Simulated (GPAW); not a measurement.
Here is a GPAW 26.7.0 calculation.

The input run.py:

```python
from ase.eos import EquationOfState
from ase.io import Trajectory, read
from ase.units import GPa
from gpaw import GPAW, PW

atoms = read('TePb.cif')

traj = Trajectory('eos.traj', 'w')
volumes, energies = [], []
for x in [0.94, 0.96, 0.98, 1.0, 1.02, 1.04, 1.06]:
    a = atoms.copy()
    a.set_cell(atoms.cell * x**(1 / 3), scale_atoms=True)
    calc = GPAW(mode=PW(600),
                xc='revPBE',
                kpts={'size': (6, 6, 6), 'gamma': True},
                occupations={'name': 'fermi-dirac', 'width': 0.05},
                nbands=19,
                convergence={'density': 1e-05, 'energy': 1e-05},
                maxiter=150,
                txt=f'eos-{x:.2f}.txt')
    a.calc = calc
    energies.append(a.get_potential_energy(force_consistent=True))
    volumes.append(a.get_volume())
    p = -a.get_stress()[:3].mean() / GPa
    calc.write(f'eos-{x:.2f}.gpw')
    traj.write(a)
    print(f'{x:.2f} {volumes[-1]:10.4f} A^3 {energies[-1]:14.6f} eV {p:9.3f} GPa', flush=True)

v0, e0, B = EquationOfState(volumes, energies, eos='birchmurnaghan').fit()
print(f'V0 = {v0:.4f} A^3, E0 = {e0:.6f} eV, B0 = {B / GPa:.2f} GPa')
```

Contents of TePb.cif:

```cif
data_TePb
_cell_length_a 4.56932402
_cell_length_b 4.56932402
_cell_length_c 4.56932402
_cell_angle_alpha 60.00000000
_cell_angle_beta 60.00000000
_cell_angle_gamma 60.00000000
_space_group_name_H-M_alt 'P1'
_space_group_name_Hall 'P 1'
_space_group_IT_number 1
loop_
_space_group_symop_operation_xyz
'x,y,z'
loop_
_atom_site_label
_atom_site_type_symbol
_atom_site_symmetry_multiplicity
_atom_site_Wyckoff_symbol
_atom_site_fract_x
_atom_site_fract_y
_atom_site_fract_z
_atom_site_occupancy
Pb1 Pb 1 a 0.0000000000 0.0000000000 0.0000000000 1
Te1 Te 1 a 0.5000000000 0.5000000000 0.5000000000 1
```

Potentials or basis: the program's PAW data sets (release 1.2.1) made for this functional, pw.

Command:

```bash
$ OMP_NUM_THREADS=1 python run.py
```

Task: Estimate the bulk modulus.

Result: 35 GPa (rough).

Task: What does it give for the equilibrium volume?

Result: 36.22 Å³/atom (rough: see the caveat).

Energy against volume, from the lowest point:
| volume (Å³/atom) | energy (meV/atom) |
| --- | --- |
| 31.706 | 78.85 |
| 32.380 | 54.66 |
| 33.055 | 35.50 |
| 33.730 | 20.90 |
| 34.404 | 10.37 |
| 35.079 | 3.53 |
| 35.753 | 0.00 |

Caveat: the minimum lies outside the volumes run. Spin-orbit coupling is left out, which matters for the levels of Pb, Te.
